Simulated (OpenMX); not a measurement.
This OpenMX 3.8.5 run on Nb needs a look.

File Nb.dat:

```
System.CurrrentDirectory             ./
System.Name                          Nb
DATA.PATH                            ./DFT_DATA13
level.of.stdout                      1
level.of.fileout                     0
Species.Number                       1
<Definition.of.Atomic.Species
  Nb  Nb7.0-s3p2d2           Nb_PBE13
Definition.of.Atomic.Species>

Atoms.Number                         1
Atoms.SpeciesAndCoordinates.Unit     FRAC
<Atoms.SpeciesAndCoordinates
  1 Nb 0.0000000000 0.0000000000 0.0000000000 8.555 6.445 91.57 80.02 91.57 80.02 1 off
Atoms.SpeciesAndCoordinates>

Atoms.UnitVectors.Unit               Ang
<Atoms.UnitVectors
     0.0000000000    2.1150000000    2.1150000000
     2.1150000000    0.0000000000    2.1150000000
     2.1150000000    2.1150000000    0.0000000000
Atoms.UnitVectors>

scf.XcType                           GGA-PBE
scf.SpinPolarization                 nc
scf.SpinOrbit.Coupling               on
scf.Constraint.NC.Spin               on2
scf.Constraint.NC.Spin.v             0.2
scf.ElectronicTemperature            580.226
scf.energycutoff                     400.0
scf.maxIter                          100
scf.EigenvalueSolver                 band
scf.Kgrid                            9 9 9
scf.Mixing.Type                      rmm-diisk
scf.Init.Mixing.Weight               0.05
scf.Min.Mixing.Weight                0.001
scf.Max.Mixing.Weight                0.3
scf.Mixing.History                   25
scf.Mixing.StartPulay                8
scf.criterion                        1.0e-7
MD.Type                              nomd
```

Potentials or basis: OpenMX 2013 PBE set, Nb7.0-s3p2d2, grid cutoff 400 Ry.

Run with:

```sh
$ openmx Nb.dat -nt 1 > Nb.std
```

Nb.std:

```text
*******************************************************
 Welcome to OpenMX   Ver. 3.8.5
 Copyright (C), 2002-2014, T. Ozaki
 OpenMX comes with ABSOLUTELY NO WARRANTY.
 This is free software, and you are welcome to
 redistribute it under the constitution of the GNU-GPL.
*******************************************************

Automatic determination of Kerker_factor:   0.367255841031

<Input_std>  Your input file was normally read.
<Input_std>  The system includes 1 species and 1 atoms.

*******************************************************
                     PAO and VPS
*******************************************************

<SetPara_DFT>  PAOs of species Nb were normally found.
<SetPara_DFT>  VPSs of species Nb were normally found.
               Nb_PBE13.vps is j-dependent.
Invalid values for the initial densities of atom 1 (valid sum: 13.000)
```

Problem. Diagnose the run.

Solution. The program refused the input. The input holds a flaw that was put in on purpose: start charges that do not add up to the valence (<Atoms.SpeciesAndCoordinates = ["1 Nb 0.0000000000 0.0000000000 0.0000000000 8.555 6.445 91.57 80.02 91.57 80.02 1 off"]).
